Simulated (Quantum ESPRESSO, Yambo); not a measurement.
# Quasiparticle gap of SiC (Moissanite) in Yambo, part 2 of 3

How does a plane-wave GW calculation on SiC (Moissanite) run from the first input to the gap?

Quantum ESPRESSO 7.5 and Yambo 5.3.0; PBE and many-body steps on it, plane waves. Known limits of the many-body steps: not at the basis limit; coarse k mesh.

So far. Step 2 (Ground state): The gap is indirect, with the least direct gap 1.75 eV higher. Step 3 (Bands along the symmetry lines): The gap is 2.329 eV, as in the run before at this level.

**4. Empty states on the mesh, 3×3×4 mesh, 101 bands**

Level of this step: DFT, PBE, plane waves, norm-conserving pseudopotentials (Quantum ESPRESSO).

The sums over transitions need many empty states on a uniform mesh; this step solves for them.

pw.in reads:

```
&control
  calculation = 'nscf'
  prefix = 'x'
  outdir = 'o'
  pseudo_dir = 'pseudo'
/
&system
  ibrav = 0
  nat = 4
  ntyp = 2
  ecutwfc = 74.0
  nbnd = 101
  force_symmorphic = .true.
/
&electrons
  conv_thr = 1e-9
  electron_maxstep = 80
  diago_full_acc = .true.
  diago_thr_init = 5e-6
/
ATOMIC_SPECIES
  Si 28.085 Si.upf
  C 12.011 C.upf
CELL_PARAMETERS angstrom
  3.0760000000 0.0000000000 0.0000000000
  -1.5380000000 2.6638941420 0.0000000000
  0.0000000000 0.0000000000 5.0480000000
ATOMIC_POSITIONS crystal
  Si 0.3333333333 0.6666666667 0.0000000000
  Si 0.6666666667 0.3333333333 0.5000000000
  C 0.3333333333 0.6666666667 0.3850000000
  C 0.6666666667 0.3333333333 0.8850000000
K_POINTS automatic
  3 3 4 0 0 0
```

On the command line:

```bash
> OMP_NUM_THREADS=1 mpirun -n 4 pw.x -nk 4 -in pw.in > pw.out
```

Log:

```text
[banner, memory and clock lines left out]
Program PWSCF v.7.5 starts

     Atomic positions and unit cell read from directory:
     o/x.save/

     Message from routine setup:
     using ibrav=0 with symmetry is DISCOURAGED, use correct ibrav instead

     G-vector sticks info

     bravais-lattice index     =            0
     lattice parameter (alat)  =       5.8128  a.u.
     unit-cell volume          =     279.1382 (a.u.)^3
     number of atoms/cell      =            4
     number of atomic types    =            2
     number of electrons       =        16.00
     number of Kohn-Sham states=          101
     kinetic-energy cutoff     =      74.0000  Ry
     charge density cutoff     =     296.0000  Ry
     Exchange-correlation= PBE
                           (   1   4   3   4   0   0   0)

     celldm(1)=   5.812798  celldm(2)=   0.000000  celldm(3)=   0.000000
     celldm(4)=   0.000000  celldm(5)=   0.000000  celldm(6)=   0.000000

     crystal axes: (cart. coord. in units of alat)
               a(1) = (   1.000000   0.000000   0.000000 )
               a(2) = (  -0.500000   0.866025   0.000000 )
               a(3) = (   0.000000   0.000000   1.641092 )

     reciprocal axes: (cart. coord. in units 2 pi/alat)
               b(1) = (  1.000000  0.577350 -0.000000 )
               b(2) = (  0.000000  1.154701  0.000000 )
               b(3) = (  0.000000 -0.000000  0.609350 )
     Pseudo is Norm-conserving + core correction, Zval =  4.0
     Generated using ONCVPSP code by D. R. Hamann
     Using radial grid of 1510 points,  6 beta functions with:
     Pseudo is Norm-conserving + core correction, Zval =  4.0
     Generated using ONCVPSP code by D. R. Hamann
     Using radial grid of 1248 points,  4 beta functions with:
     Si                4.00    28.08500     Si( 1.00)
     C                 4.00    12.01100     C ( 1.00)

      6 Sym. Ops. (no inversion) found

   Cartesian axes

     site n.     atom                  positions (alat units)
         1        Si     tau(   1) = (  -0.0000000   0.5773503   0.0000000  )
         2        Si     tau(   2) = (   0.5000000   0.2886751   0.8205462  )
         3        C      tau(   3) = (  -0.0000000   0.5773503   0.6318205  )
         4        C      tau(   4) = (   0.5000000   0.2886751   1.4523667  )

     number of k points=    10
                       cart. coord. in units 2pi/alat
        k(    1) = (   0.0000000   0.0000000   0.0000000), wk =   0.0555556
        k(    2) = (   0.0000000   0.0000000   0.1523376), wk =   0.1111111
        k(    3) = (   0.0000000   0.0000000  -0.3046751), wk =   0.0555556
[...]
k(    9) = (   0.3333333   0.5773503  -0.3046751), wk =   0.1111111
        k(   10) = (   0.0000000  -0.3849002   0.1523376), wk =   0.3333333

     Dense  grid:    23969 G-vectors     FFT dimensions: (  32,  32,  54)

     The potential is recalculated from file :
     o/x.save/charge-density

     Starting wfcs are   16 randomized atomic wfcs +   85 random wfcs

     Band Structure Calculation

     End of band structure calculation

          k = 0.0000 0.0000 0.0000 (  2997 PWs)   bands (ev):

    -5.9300  -2.4275   1.0996   8.2435   8.2435   9.5260   9.5260   9.8010
    14.4205  15.8195  16.3100  16.3100  17.3509  18.5045  18.5045  21.1374
    21.1963  21.1963  22.3768  24.8476  24.8476  26.3747  27.0931  30.1025
[...]
87.8317  89.0731  89.0731  89.6732  90.8850

          k = 0.0000 0.0000 0.1523 (  2966 PWs)   bands (ev):

[...]
89.1568  89.1568  90.6078  90.6360  92.1451

          k = 0.0000 0.0000-0.3047 (  2978 PWs)   bands (ev):

[...]
82.4668  82.4668  82.4668  82.4668  83.3143  83.3143  84.8447  84.8447
    84.8447  84.8447  88.8167  88.8167  88.8167  88.8167  89.7260  89.7260
    89.7260  89.7260  89.9220  89.9220  92.5567

          k = 0.0000 0.3849 0.0000 (  3004 PWs)   bands (ev):

     [... further k-points ...]

     highest occupied, lowest unoccupied level (ev):     9.8010   12.1304

     XML data file, pseudopotentials, collected wavefunctions
```

Run time: 6.3 s. Hardware: 4 MPI ranks of Arm Neoverse V1, shared host; peak memory 0.29 GiB; 25 s of CPU time.

This step gave:

| Quantity | Value |
| --- | --- |
| gap | 2.329 eV |
| k of the valence top | 0, 0, 0 |
| k of the conduction bottom | 0.3333, 0.3333, 0 |
| least direct gap | 4.403 eV |
| k points computed | 10 |
| lowest point of the top converged band, above the valence top | 81.0840 eV |

On this mesh the gap is 2.329 eV.

**5. Conversion and set-up**

This step: Yambo 5.3.0; conversion and set-up on PBE, plane waves, norm-conserving pseudopotentials.

The states are converted to the many-body program's format and the q mesh is built.

On the command line:

```bash
> (cd o/x.save; p2y > p2y.log; mv SAVE ../..); yambo > setup.log
```

Log:

```text
 Yambo, version 5.3.0

 [02] CORE Variables Setup
 =========================

  [02.01] Unit cells
  ==================

  Cell kind             :  HCP
  Atoms in the cell     :  Si  C
  number of Si atoms    :  2
  number of C  atoms    :  2

  List of atomic masses
  Mass of Si    :  28.08500
  Mass of C     :  12.01100

  List of atomic coordinates    : [cc]
  Si1       : -0.29064E-09   3.3560       0.0000      order 1
  Si2       :  2.906399  1.678010  4.769669  order 2
  C1       : -0.29064E-09   3.3560       3.6726      order 3
  C2       :  2.906399  1.678010  8.442314  order 4

  Alat factors          :  5.812798  5.034030  9.539337 [a.u.]
  Direct lattice volume :  279.1382 [a.u.]
  Direct lattice vectors:  A[ 1 ]  A[ 2 ]  A[ 3 ]
   A[ 1 ]:  1.000000  0.000000  0.000000  [iru]
   5.812798  0.000000  0.000000  [cc]
   A[ 2 ]: -0.500000  1.000000  0.000000  [iru]
  -2.906399  5.034030  0.000000  [cc]
   A[ 3 ]:  0.000000  0.000000  1.000000  [iru]
   0.000000  0.000000  9.539337  [cc]

  Recip. lattice volume :  0.888629 [a.u.]
  Recip. lattice vectors:  B[ 1 ]  B[ 2 ]  B[ 3 ]
   B[ 1 ]:  1.000000  0.500000  0.000000  [iku]
   1.080923  0.624071 -0.000000  [cc]
   B[ 2 ]:  0.000000  1.000000  0.000000  [iku]
   0.000000  1.248142  0.000000  [cc]
   B[ 3 ]:  0.000000  0.000000  1.000000  [iku]
   0.000000 -0.000000  0.658661  [cc]

  [02.02] Symmetries
  ==================

  Inversion symmetry    : yes
  Spatial inversion     : no
  Inversion index       :   7
  K-space Time-reversal : yes
  Magnetic symmetries   : no
  Time-reversal derived K-space symmetries:   7  12
  Group table correct   : yes
  Symmetries units      :  [cc]

   [S  1]:   1.0000       0.0000       0.0000      0.27357E-16   1.0000       0.0000       0.0000       0.0000       1.0000
   [S  2]: -0.500000  0.866025  0.000000 -0.866025 -0.500000  0.000000  0.000000  0.000000  1.000000
   [S  3]: -0.500000 -0.866025  0.000000  0.866025 -0.500000  0.000000  0.000000  0.000000  1.000000
   [S  4]:  -1.0000       0.0000       0.0000     -0.20379E-15   1.0000       0.0000       0.0000       0.0000       1.0000
   [S  5]:  0.500000  0.866025  0.000000  0.866025 -0.500000  0.000000  0.000000  0.000000  1.000000
   [S  6]:  0.500000 -0.866025  0.000000 -0.866025 -0.500000  0.000000  0.000000  0.000000  1.000000
   [S* 7]:  -1.0000      -0.0000      -0.0000     -0.27357E-16  -1.0000      -0.0000      -0.0000      -0.0000      -1.0000
   [S* 8]:  0.500000 -0.866025 -0.000000  0.866025  0.500000 -0.000000 -0.000000 -0.000000 -1.000000
   [S* 9]:  0.500000  0.866025 -0.000000 -0.866025  0.500000 -0.000000 -0.000000 -0.000000 -1.000000
   [S*10]:   1.0000      -0.0000      -0.0000      0.20379E-15  -1.0000      -0.0000      -0.0000      -0.0000      -1.0000
   [S*11]: -0.500000 -0.866025 -0.000000 -0.866025  0.500000 -0.000000 -0.000000 -0.000000 -1.000000
[...]
K_min[ 3 ] :  0.33333     -0.51221E-11   0.0000     [rlu]
  Grid dimensions      :   4   3   3
  K lattice UC volume  :  0.024684 [a.u.]

  IBZ K-points                                      :  10
  BZ  K-points                                      :   36

  K/Q-points units:
  rlu = crystal or reduced units; cc = cartesian coordinates; iku = interal k-units

  K [ 1]         [rlu]:  0.000000  0.000000  0.000000
         WF components:  2997
  K [ 2]         [rlu]:  0.000000  0.000000  0.250000
         WF components:  2966
  K [ 3]         [rlu]:  0.000000  0.000000 -0.500000
         WF components:  2978
[...]
K [ 8]         [rlu]:  0.333333  0.333333  0.250000
[...]
K [ 9]         [rlu]:  0.333333  0.333333 -0.500000
         WF components:  3018
  K [10]         [rlu]:  0.000000 -0.333333  0.250000
         WF components:  2997

  [02.05] Energies & Occupations
  ==============================

  [X] === General ===
  [X] Electronic Temperature                        :  0.000000  0.000000 [eV K]
  [X] Bosonic    Temperature                        :  0.000000  0.000000 [eV K]
  [X] Finite Temperature mode                       : no
  [X] El. density                                   :  0.38681E+24 [cm-3]
  [X] Fermi Level                                   :  9.800992 [eV]

  [X] === Gaps and Widths ===
  [X] Conduction Band Min                           :  2.329368 [eV]
  [X] Valence Band Max                              :  0.000000 [eV]
  [X] Filled Bands                                  :   8
  [X] Empty Bands                                   :    9  101
  [X] Direct Gap                                    :  4.402918 [eV]
  [X] Direct Gap localized at k                     :   4
  [X] Indirect Gap                                  :  2.329368 [eV]
  [X] Indirect Gap between kpts                     :   1   7
  [X] Last valence band width                       :  4.041689 [eV]
  [X] 1st conduction band width                     :  3.376940 [eV]

  E @ K [ 1]:  [eV]
  -15.73099 -12.22853  -8.70144  -1.55748  -1.55748  -0.27503  -0.27503   0.00000
[...]
occ @ K [ 1]
[...]
E @ K [ 2]:  [eV]
[...]
occ @ K [ 2]
[...]
E @ K [ 3]:  [eV]
[...]
occ @ K [ 3]
[...]
E @ K [ 8]:  [eV]
[...]
occ @ K [ 8]
[...]
E @ K [ 9]:  [eV]
[...]
occ @ K [ 9]
[...]
E @ K [10]:  [eV]
[...]
occ @ K [10]
   2.000000  2.000000  2.000000  2.000000  2.000000  2.000000  2.000000  2.000000
   0.000000  0.000000  0.000000  0.000000  0.000000  0.000000  0.000000  0.000000

 [03] Transferred momenta grid and indexing
 ==========================================

 IBZ Q-points                                      :  10
 BZ  Q-points                                      :   36

 K/Q-points units:
 rlu = crystal or reduced units; cc = cartesian coordinates; iku = interal k-units

 Q [ 1]         [rlu]:  0.000000  0.000000  0.000000
 Q [ 2]         [rlu]:  0.000000  0.000000  0.250000
 Q [ 3]         [rlu]:  0.000000  0.000000 -0.500000
[...]
Q [ 8]         [rlu]:  0.333333  0.333333  0.250000
 Q [ 9]         [rlu]:  0.333333  0.333333 -0.500000
 Q [10]         [rlu]: -0.10530E-16 -0.33333      0.25000

  [03.01] X indexes
  =================

   [03.01.01] Sigma indexes
   ========================

 [06] Game Over & Game summary
```

Run time: 2.1 s. Hardware: 1 MPI rank; peak memory 0.23 GiB.

[end of part 2 of 3]

[Paths, hosts, dates, memory and timing lines, banners, echoed tables and standing remarks are left out of the program output.]

[Logs are printed without paths, hosts, clocks, repeated set-up lines and the standing remarks that a program may print on its own settings, such as how far it seeks lower states.]

[Runs of the session that timed out or met a known fault of the program may be left out.]

[Hosts, paths, dates, database ids (printed as entryN), source tags and the programs' standing remarks are cut or masked in the printed files.]
